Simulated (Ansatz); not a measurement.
**SiC: the cell at several levels of theory**

One table from this session's results is given with a row withheld; the runs are named, their logs left out.

Program: Ansatz 0.2.0. PAW datasets, plane waves, zero pressure. The values are computed, spin-unpolarised, and not measurements.

### The cell

The symmetry is F-43m (No. 216, cubic); conventional cell a = 4.354 Å, 10.32 Å³ an atom. Near Si stand 4 C at 1.89 Å; near C stand 4 Si at 1.89 Å.

The structure in full:

```cif
data_structure
_symmetry_space_group_name_H-M 'F-43m'
_symmetry_Int_Tables_number 216
_cell_length_a 4.3540
_cell_length_b 4.3540
_cell_length_c 4.3540
_cell_angle_alpha 90.000
_cell_angle_beta 90.000
_cell_angle_gamma 90.000
_cell_volume 82.54
loop_
_atom_site_label
_atom_site_type_symbol
_atom_site_symmetry_multiplicity
_atom_site_Wyckoff_symbol
_atom_site_fract_x
_atom_site_fract_y
_atom_site_fract_z
_atom_site_occupancy
Si1 Si 4 d 0.25000 0.25000 0.75000 1
C1 C 4 a 0.00000 0.00000 0.00000 1
```

The first run:

File input.yaml:

```yaml
crystal:
  lattice:
    - [0.0, 2.1769966238, 2.1769966238]
    - [2.1769966238, 0.0, 2.1769966238]
    - [2.1769966238, 2.1769966238, 0.0]
  atoms:
    - { symbol: Si, position: [0.25, 0.25, 0.25] }
    - { symbol: C, position: [0.0, 0.0, 0.0] }
kpoints:
  mp_grid: { grid: [10, 10, 10] }
hamiltonian:
  xc: pbe
scf:
  occupations: { method: fermi_dirac, width: 0.02 }
relax:
  f_tol: 0.005
  cell: {}
```

On the command line:

```bash
$ ansatz run input.yaml --threads 2 --pin off --max-ram 2211MiB --backend cpu --events-out ev --progress --plain --runs-dir out
```

Steps of the session up to this table: Relaxation with PBE; r2SCAN: cell and atoms; Relaxing with PBEsol; Relaxation with LDA; Relaxation with HSE06.

One of the session's tables, all rows but one given; the rest of the session is left out.

| level | a (Å) | volume (Å³/atom) |
| --- | --- | --- |
| PBE | ? | ? |
| r2SCAN | 4.356 | 10.332 |
| PBEsol | 4.357 | 10.338 |
| LDA | 4.329 | 10.141 |
| HSE06 | 4.349 | 10.284 |

Estimate the missing values for PBE.

As computed: a (Å): 4.380; volume (Å³/atom): 10.501. In the column «a (Å)» it is the highest.

In words: The first relaxation changed the volume by +1.8 % from the start. LDA gives the smallest cell and PBE the largest; they differ by 3.6 % in volume, a mean of 1.2 % in length. A measured a is 4.3596 Å (297 K; a printed reference work, data compilation, original work of 1960); the misses are PBE +0.5 %, r2SCAN -0.1 %, PBEsol -0.1 %, LDA -0.7 %, HSE06 -0.2 %. 2 values of this kind are on record (4.3589 to 4.3596 Å); this one was drawn at random. The calculation is for a static lattice, without the thermal expansion and zero-point motion that a measured cell holds. The meshes differ: PBE 10×10×10, r2SCAN 10×10×10, PBEsol 10×10×10, LDA 10×10×10, HSE06 6×6×6.

**Measured values.**

A printed reference work, data compilation, original work of 1960 reports, for a bulk crystal of SiC at 297 K: lattice constant a 4.3596 Å.
